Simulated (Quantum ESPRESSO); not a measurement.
# SiC (Moissanite) (P6_3mc) in Quantum ESPRESSO: settings compared

The runs below take SiC (Moissanite) through phonons, with BLYP, RPBE, vdW-DF-cx.

Program: Quantum ESPRESSO 7.5. These are calculated values, not measurements. Logs are shortened: lines on timing, memory, paths and dates and some standing lists are left out, and cuts for length are marked.

### 1 The structure

It takes space group P6_3mc (No. 186, hexagonal). The conventional cell has a = 3.076 Å, b = 3.076 Å, c = 5.048 Å, α = 90.00°, β = 90.00°, γ = 120.00°. Si (site symmetry 3m) is surrounded by 4 C at 1.87 to 1.94 Å. C (site symmetry 3m) is surrounded by 4 Si at 1.87 to 1.94 Å.

### 2 Phonons, BLYP

Input file pw.in:

```
&CONTROL
  calculation = 'scf'
  prefix = 'pwscf'
  outdir = './tmp'
  pseudo_dir = './pseudo'
  tprnfor = .true.
  tstress = .true.
  disk_io = 'low'
/
&SYSTEM
  ibrav = 0
  celldm(1) = 8
  nat = 4
  ntyp = 2
  ecutwfc = 82
  nbnd = 14
  input_dft = 'blyp'
  occupations = 'smearing'
  smearing = 'fd'
  degauss = 0.00367493
/
&ELECTRONS
  conv_thr = 8d-10
  electron_maxstep = 120
  mixing_beta = 0.5
/
ATOMIC_SPECIES
Si    28.0850 Si.upf
C     12.0110 C.upf
CELL_PARAMETERS alat
  0.7265996949186   0.0000000000000   0.0000000000000
 -0.3632998474593   0.6292537941719   0.0000000000000
  0.0000000000000   0.0000000000000   1.1924171846389
ATOMIC_POSITIONS crystal
Si     0.6666666667    0.3333333333    0.5000000000
Si     0.3333333333    0.6666666667    0.0000000000
C      0.6666666667    0.3333333333    0.8850000000
C      0.3333333333    0.6666666667    0.3850000000
K_POINTS automatic
6 6 4 0 0 1
```

Input file relax.in:

```
&CONTROL
  calculation = 'vc-relax'
  prefix = 'pwscf'
  outdir = './tmp'
  pseudo_dir = './pseudo'
  tprnfor = .true.
  tstress = .true.
  disk_io = 'low'
  nstep = 40
  forc_conv_thr = 0.0001
  etot_conv_thr = 1d-06
/
&SYSTEM
  ibrav = 0
  celldm(1) = 8
  nat = 4
  ntyp = 2
  ecutwfc = 82
  nbnd = 14
  input_dft = 'blyp'
  occupations = 'smearing'
  smearing = 'fd'
  degauss = 0.00367493
/
&ELECTRONS
  conv_thr = 8d-10
  electron_maxstep = 120
  mixing_beta = 0.5
/
&IONS
  ion_dynamics = 'bfgs'
/
&CELL
  cell_dynamics = 'bfgs'
  press = 0
  press_conv_thr = 0.2
/
ATOMIC_SPECIES
Si    28.0850 Si.upf
C     12.0110 C.upf
CELL_PARAMETERS alat
  0.7265996949186   0.0000000000000   0.0000000000000
 -0.3632998474593   0.6292537941719   0.0000000000000
  0.0000000000000   0.0000000000000   1.1924171846389
ATOMIC_POSITIONS crystal
Si     0.6666666667    0.3333333333    0.5000000000
Si     0.3333333333    0.6666666667    0.0000000000
C      0.6666666667    0.3333333333    0.8850000000
C      0.3333333333    0.6666666667    0.3850000000
K_POINTS automatic
6 6 4 0 0 1
```

Input file scf2.in:

```
&CONTROL
  calculation = 'scf'
  prefix = 'pwscf'
  outdir = './tmp'
  pseudo_dir = './pseudo'
  tprnfor = .true.
  tstress = .true.
  disk_io = 'low'
/
&SYSTEM
  ibrav = 0
  celldm(1) = 8
  nat = 4
  ntyp = 2
  ecutwfc = 82
  nbnd = 14
  input_dft = 'blyp'
  occupations = 'fixed'
/
&ELECTRONS
  conv_thr = 1d-13
  electron_maxstep = 120
  mixing_beta = 0.5
  startingpot = 'file'
  startingwfc = 'file'
/
ATOMIC_SPECIES
Si    28.0850 Si.upf
C     12.0110 C.upf
CELL_PARAMETERS alat
  0.7377596593256   0.0000000000068   0.0000000000000
 -0.3688798296687   0.6389186068599   0.0000000000000
  0.0000000000000   0.0000000000000   1.2112223962862
ATOMIC_POSITIONS crystal
Si     0.6666666666    0.3333333332    0.5045568170
Si     0.3333333332    0.6666666666    0.0045568170
C      0.6666666666    0.3333333332    0.8804431830
C      0.3333333332    0.6666666666    0.3804431830
K_POINTS automatic
6 6 4 0 0 1
```

Input file ph.in:

```
phonons of SiC
&INPUTPH
  prefix = 'pwscf'
  outdir = './tmp'
  tr2_ph = 1d-18
  fildyn = 'dyn'
  niter_ph = 90
  alpha_mix(1) = 0.7
  epsil = .true.
/
0.0000000000 0.0000000000 0.0000000000
```

Input file dynmat.in:

```
&INPUT
  fildyn = 'dyn'
  asr = 'crystal'
  lperm = .true.
  filout = 'dynmat.disp'
  fileig = 'dynmat.eig'
/
```

Input file dynmat_lo.in:

```
&INPUT
  fildyn = 'dyn'
  asr = 'crystal'
  filout = 'dynmat_lo.disp'
  fileig = 'dynmat_lo.eig'
  q(1) = 0
  q(2) = 0
  q(3) = 1
/
```

Potentials or basis: PseudoDojo 0.4.1 SR PBE standard.

The run is started by

```console
$ OMP_NUM_THREADS=1 mpirun -n 4 pw.x -nk 2 -in pw.in > pw.out
$ OMP_NUM_THREADS=1 mpirun -n 4 pw.x -nk 2 -in relax.in > relax.out
$ OMP_NUM_THREADS=1 mpirun -n 4 pw.x -nk 2 -in scf2.in > scf2.out
$ OMP_NUM_THREADS=1 mpirun -n 4 ph.x -nk 2 -in ph.in > ph.out
$ OMP_NUM_THREADS=1 mpirun -n 1 dynmat.x -in dynmat.in > dynmat.out
$ OMP_NUM_THREADS=1 mpirun -n 1 dynmat.x -in dynmat_lo.in > dynmat_lo.out
```

pw.out:

```text
This program is part of the open-source Quantum ESPRESSO suite
     for quantum simulation of materials; please cite
         "P. Giannozzi et al., J. Phys.:Condens. Matter 21 395502 (2009);
         "P. Giannozzi et al., J. Phys.:Condens. Matter 29 465901 (2017);
         "P. Giannozzi et al., J. Chem. Phys. 152 154105 (2020);
     in publications or presentations arising from this work. More details at

     IMPORTANT: XC functional enforced from input :
     Exchange-correlation= BLYP
                           (   1   3   1   3   0   0   0)
     Any further DFT definition will be discarded
     Please, verify this is what you really want

     Message from routine setup:
     using ibrav=0 with symmetry is DISCOURAGED, use correct ibrav instead

     K-points division:     npool     =       2
     Subspace diagonalization in iterative solution of the eigenvalue problem:
     a serial algorithm will be used

     --------------------
     sticks:   dense  smooth     PW     G-vecs:    dense   smooth      PW
     Min         378     378    111                13994    13994    2236
     Max         379     379    112                13997    13997    2239
     Sum         757     757    223                27991    27991    4475

     Using Slab Decomposition

     bravais-lattice index     =            0
     lattice parameter (alat)  =       8.0000  a.u.
     unit-cell volume          =     279.1382 (a.u.)^3
     number of atoms/cell      =            4
     number of atomic types    =            2
     number of electrons       =        16.00
     number of Kohn-Sham states=           14
     kinetic-energy cutoff     =      82.0000  Ry
     charge density cutoff     =     328.0000  Ry
     scf convergence threshold =      8.0E-10
     mixing beta               =       0.5000
     number of iterations used =            8  plain     mixing
     Exchange-correlation= BLYP
                           (   1   3   1   3   0   0   0)

     celldm(1)=   8.000000  celldm(2)=   0.000000  celldm(3)=   0.000000
     celldm(4)=   0.000000  celldm(5)=   0.000000  celldm(6)=   0.000000

     crystal axes: (cart. coord. in units of alat)
               a(1) = (   0.726600   0.000000   0.000000 )
               a(2) = (  -0.363300   0.629254   0.000000 )
               a(3) = (   0.000000   0.000000   1.192417 )

     reciprocal axes: (cart. coord. in units 2 pi/alat)
               b(1) = (  1.376274  0.794592 -0.000000 )
               b(2) = (  0.000000  1.589184  0.000000 )
               b(3) = (  0.000000 -0.000000  0.838633 )

     PseudoPot. # 1 for Si read from file:
     Si.upf
     Pseudo is Norm-conserving + core correction, Zval =  4.0
     Generated using ONCVPSP code by D. R. Hamann
     Using radial grid of 1510 points,  6 beta functions with:
                l(1) =   0
                l(2) =   0
                l(3) =   1
                l(4) =   1
                l(5) =   2
                l(6) =   2

     PseudoPot. # 2 for C  read from file:
     C.upf
     Pseudo is Norm-conserving + core correction, Zval =  4.0
     Generated using ONCVPSP code by D. R. Hamann
     Using radial grid of 1248 points,  4 beta functions with:
                l(1) =   0
                l(2) =   0
                l(3) =   1
                l(4) =   1

     atomic species   valence    mass     pseudopotential
     Si                4.00    28.08500     Si( 1.00)
     C                 4.00    12.01100     C ( 1.00)

     12 Sym. Ops. (no inversion) found ( 6 have fractional translation)

   Cartesian axes

     site n.     atom                  positions (alat units)
         1        Si     tau(   1) = (   0.3632998   0.2097513   0.5962086  )
         2        Si     tau(   2) = (  -0.0000000   0.4195025   0.0000000  )
         3        C      tau(   3) = (   0.3632998   0.2097513   1.0552892  )
         4        C      tau(   4) = (  -0.0000000   0.4195025   0.4590806  )

     number of k points=    14  Fermi-Dirac smearing, width (Ry)=  0.0037
                       cart. coord. in units 2pi/alat
        k(    1) = (   0.0000000   0.0000000   0.1048291), wk =   0.0277778
        k(    2) = (   0.0000000   0.0000000   0.3144872), wk =   0.0277778
        k(    3) = (   0.0000000   0.2648640   0.1048291), wk =   0.1666667
        k(    4) = (   0.0000000   0.2648640   0.3144872), wk =   0.1666667
        k(    5) = (   0.0000000   0.5297280   0.1048291), wk =   0.1666667
        k(    6) = (   0.0000000   0.5297280   0.3144872), wk =   0.1666667
        k(    7) = (   0.0000000  -0.7945920   0.1048291), wk =   0.0833333
        k(    8) = (   0.0000000  -0.7945920   0.3144872), wk =   0.0833333
        k(    9) = (   0.2293789   0.3972960   0.1048291), wk =   0.1666667
        k(   10) = (   0.2293789   0.3972960   0.3144872), wk =   0.1666667
        k(   11) = (   0.2293789   0.6621600   0.1048291), wk =   0.3333333
        k(   12) = (   0.2293789   0.6621600   0.3144872), wk =   0.3333333
        k(   13) = (   0.4587579   0.7945920   0.1048291), wk =   0.0555556
        k(   14) = (   0.4587579   0.7945920   0.3144872), wk =   0.0555556

     Dense  grid:    27991 G-vectors     FFT dimensions: (  36,  36,  60)

     Initial potential from superposition of free atoms

     starting charge      15.9987, renormalised to      16.0000
     Starting wfcs are   16 randomized atomic wfcs

     Self-consistent Calculation

     iteration #  1     ecut=    82.00 Ry     beta= 0.50
     Davidson diagonalization with overlap
     ethr =  1.00E-02,  avg # of iterations =  3.5

     total energy              =     -40.50312028 Ry
     estimated scf accuracy    <       1.03986305 Ry

     iteration #  2     ecut=    82.00 Ry     beta= 0.50
     Davidson diagonalization with overlap
     ethr =  6.50E-03,  avg # of iterations =  2.0

     total energy              =     -40.75604813 Ry
     estimated scf accuracy    <       0.04978038 Ry

     iteration #  3     ecut=    82.00 Ry     beta= 0.50
     Davidson diagonalization with overlap
     ethr =  3.11E-04,  avg # of iterations =  4.4

     total energy              =     -40.76076876 Ry
     estimated scf accuracy    <       0.00852557 Ry

     iteration #  4     ecut=    82.00 Ry     beta= 0.50
     Davidson diagonalization with overlap
     ethr =  5.33E-05,  avg # of iterations =  3.1

     total energy              =     -40.76124456 Ry
     estimated scf accuracy    <       0.00214357 Ry

     iteration #  5     ecut=    82.00 Ry     beta= 0.50
     Davidson diagonalization with overlap
     ethr =  1.34E-05,  avg # of iterations =  3.4

     total energy              =     -40.76180769 Ry
     estimated scf accuracy    <       0.00018863 Ry

     iteration #  6     ecut=    82.00 Ry     beta= 0.50
     Davidson diagonalization with overlap
     ethr =  1.18E-06,  avg # of iterations =  3.7

     total energy              =     -40.76184432 Ry
     estimated scf accuracy    <       0.00000012 Ry

     iteration #  7     ecut=    82.00 Ry     beta= 0.50
     Davidson diagonalization with overlap
     ethr =  7.50E-10,  avg # of iterations =  5.4

     total energy              =     -40.76184534 Ry
     estimated scf accuracy    <       0.00000014 Ry

     iteration #  8     ecut=    82.00 Ry     beta= 0.50
     Davidson diagonalization with overlap
     ethr =  7.50E-10,  avg # of iterations =  1.5

     total energy              =     -40.76184534 Ry
     estimated scf accuracy    <       0.00000002 Ry

     iteration #  9     ecut=    82.00 Ry     beta= 0.50
     Davidson diagonalization with overlap
     ethr =  1.12E-10,  avg # of iterations =  2.0

     End of self-consistent calculation

          k = 0.0000 0.0000 0.1048 (  3507 PWs)   bands (ev):

    -5.2556  -2.1938   2.1745   8.7738   8.7738   9.8359   9.9372   9.9372
    15.1581  16.8371  16.9826  16.9826  17.7910  18.9743

          k = 0.0000 0.0000 0.3145 (  3538 PWs)   bands (ev):

    -4.6605  -3.5330   4.4848   7.3714   9.0812   9.0812   9.5605   9.5605
    15.7104  16.7226  17.2958  17.2959  18.0772  18.5896

          k = 0.0000 0.2649 0.1048 (  3512 PWs)   bands (ev):

    -4.7809  -1.7786   2.5778   6.7016   8.1224   8.2786   9.6174   9.7281
    15.1821  16.8055  17.3535  17.8149  17.9074  19.1563

          k = 0.0000 0.2649 0.3145 (  3512 PWs)   bands (ev):

    -4.1928  -3.0826   4.7065   6.9646   7.2795   8.4209   8.4943   9.1028
    15.3506  16.2572  17.4391  18.0921  18.4272  19.2571

          k = 0.0000 0.5297 0.1048 (  3502 PWs)   bands (ev):

    -3.4272  -0.7402   2.8968   4.4272   5.4786   7.2073   8.6972   8.9774
    13.7722  15.0460  17.2741  18.2176  18.6702  20.2033

          k = 0.0000 0.5297 0.3145 (  3479 PWs)   bands (ev):

    -2.8704  -1.8460   3.3707   4.3422   6.4143   7.6300   8.3430   8.4035
    13.8209  14.7232  16.0699  17.6421  19.6465  20.9753

          k = 0.0000-0.7946 0.1048 (  3492 PWs)   bands (ev):

    -1.9871  -0.6038   2.1559   3.5419   5.3443   6.8459   7.4402   8.6898
    13.2349  14.3421  17.2916  17.9442  18.9045  19.9074

          k = 0.0000-0.7946 0.3145 (  3476 PWs)   bands (ev):

    -1.5324  -0.8784   1.7341   2.4028   7.1581   7.2819   8.0227   8.3165
    13.4443  13.7837  15.9560  16.0629  19.6290  21.1533

          k = 0.2294 0.3973 0.1048 (  3494 PWs)   bands (ev):

    -3.8613  -1.0302   3.1606   5.0486   5.9931   7.0742   8.4566   9.2033
    15.6916  15.9928  16.8791  17.4259  18.9912  19.3347

          k = 0.2294 0.3973 0.3145 (  3501 PWs)   bands (ev):

    -3.2915  -2.2294   4.2939   5.3807   6.4355   6.9791   7.7703   8.5472
    15.3247  15.7437  17.3101  17.9974  18.9283  19.0109

          k = 0.2294 0.6622 0.1048 (  3494 PWs)   bands (ev):

    -2.2365  -0.3255   2.5336   4.1873   5.0926   5.6561   7.4353   7.8860
    14.1966  15.6391  17.2160  18.4968  19.3409  20.3506

          k = 0.2294 0.6622 0.3145 (  3498 PWs)   bands (ev):

    -1.7439  -0.9306   2.4059   3.1724   5.6636   6.5332   7.3854   8.6114
    14.4419  15.4758  16.4417  17.2804  18.5416  20.1579

          k = 0.4588 0.7946 0.1048 (  3501 PWs)   bands (ev):

    -0.8501  -0.8501   3.5487   3.5487   3.5792   6.0730   6.7225   6.7225
    13.2592  18.1358  18.1358  18.4086  20.1955  20.1955

          k = 0.4588 0.7946 0.3145 (  3510 PWs)   bands (ev):

    -0.6490  -0.6490   2.6049   2.6049   4.1211   5.0936   8.2336   8.2336
    15.2566  15.7524  15.7524  17.5609  20.5820  20.5820

     the Fermi energy is    11.3750 ev

!    total energy              =     -40.76184534 Ry
     estimated scf accuracy    <          9.6E-11 Ry
     smearing contrib. (-TS)   =      -0.00000000 Ry
     internal energy E=F+TS    =     -40.76184534 Ry

     The total energy is F=E-TS. E is the sum of the following terms:
     one-electron contribution =      10.97673566 Ry
     hartree contribution      =       4.92876019 Ry
     xc contribution           =     -14.87815199 Ry
     ewald contribution        =     -41.78918921 Ry

     convergence has been achieved in   9 iterations

     Forces acting on atoms (cartesian axes, Ry/au):

     atom    1 type  1   force =     0.00000000    0.00000000    0.02962654
     atom    2 type  1   force =     0.00000000    0.00000000    0.02962654
     atom    3 type  2   force =    -0.00000000   -0.00000000   -0.02962654
     atom    4 type  2   force =     0.00000000   -0.00000000   -0.02962654

     Total force =     0.059253     Total SCF correction =     0.000003

     Computing stress (Cartesian axis) and pressure

          total   stress  (Ry/bohr**3)                   (kbar)     P=      101.63
   0.00078947   0.00000000   0.00000000          116.14        0.00        0.00
   0.00000000   0.00078947   0.00000000            0.00      116.14        0.00
   0.00000000   0.00000000   0.00049362            0.00        0.00       72.61

=------------------------------------------------------------------------------=
   JOB DONE.
=------------------------------------------------------------------------------=
```

Wall time 4.6 min (4 MPI ranks of Intel Xeon at 2.50GHz (Skylake/Cascade Lake), shared host); peak memory 0.28 GiB.

What came out:

```
Free energy                                             : -554.6889 eV
Relaxed volume                                          : 10.83 Å³/atom
Relaxed cell                                            : a = 3.123 Å, b = 3.123 Å, c = 5.128 Å, α = 90.00°, β = 90.00°, γ = 120.00°
Space group after relaxing (to 0.05 Å)                  : P6_3mc (No. 186)
Pressure after relaxing                                 : 0.0 GPa
Electronic dielectric tensor (diagonal)                 : 7.06, 7.06, 7.09
Born charges (mean of the diagonal)                     : Si +2.67; C -2.76 e
Highest phonon frequency at Γ, LO-TO splitting left out : 800 cm⁻¹
Static dielectric tensor (diagonal)                     : 10.41, 10.41, 11.13
```

The path:
| step | energy change (eV) | largest force (eV/Å) | pressure (GPa) | volume (Å³) |
| --- | --- | --- | --- | --- |
| 1 | 0.0000 | 0.7617 | 10.16 | 41.36 |
| 2 | -0.0890 | 0.1904 | -1.03 | 43.54 |
| 3 | -0.0937 | 0.0771 | -0.36 | 43.40 |
| 4 | -0.0946 | 0.0020 | 0.01 | 43.32 |
| 5 | -0.0946 | 0.0000 | 0.00 | 43.32 |

Final structure:
```
CELL_PARAMETERS angstrom
3.12324 0.00000 0.00000
-1.56162 2.70481 0.00000
0.00000 0.00000 5.12761
ATOMIC_POSITIONS crystal
Si 0.66667 0.33333 0.50456
Si 0.33333 0.66667 0.00456
C 0.66667 0.33333 0.88044
C 0.33333 0.66667 0.38044
```

Phonon frequencies in cm⁻¹ (negative: imaginary):
| q point | frequencies |
| --- | --- |
| (0.000, 0.000, 0.000) | -2 0 0 267 267 575 714 714 729 757 757 800 |

Electronic dielectric tensor:
```
7.06 0.00 0.00
0.00 7.06 0.00
0.00 0.00 7.09
```

Born effective charge tensors (e):
atom 1, Si
```
2.60 0.00 0.00
0.00 2.60 0.00
0.00 0.00 2.81
```
atom 2, Si
```
2.60 0.00 0.00
0.00 2.60 0.00
0.00 0.00 2.81
```
atom 3, C
```
-2.73  0.00  0.00
 0.00 -2.73  0.00
 0.00  0.00 -2.83
```
atom 4, C
```
-2.73  0.00  0.00
 0.00 -2.73  0.00
 0.00  0.00 -2.83
```

Optical modes at Γ, degenerate ones joined, polar ones without the macroscopic field:
| cm⁻¹ | components | symmetry | active in | IR intensity, summed ((D/Å)²/amu) |
| --- | --- | --- | --- | --- |
| 267 | 2 | E2 | Raman | 0.00 |
| 575 | 1 | B1 | silent | 0.00 |
| 714 | 2 | E2 | Raman | 0.00 |
| 729 | 1 | A1 | IR and Raman | 43.64 |
| 757 | 2 | E1 | IR and Raman | 77.90 |
| 800 | 1 | B1 | silent | 0.00 |

Zone-centre frequencies without and with the macroscopic field along z (cm⁻¹):
```tsv
	optical modes in rising order
without	267 267 575 714 714 729 757 757 800
with the field	267 267 575 714 714 757 757 800 913
```

Static dielectric tensor, electrons and zone-centre modes:
```
10.41  0.00  0.00
 0.00 10.41  0.00
 0.00  0.00 11.13
```

Caveat: the mesh is thin for the dielectric tensor, Born charges and intensities, which usually come out too large; the potentials were made for another functional, which shifts forces and pressure; the Born charges break their sum rule by 0.17 e, a sign of too thin a mesh.

(Continued in part 2 of 3.)
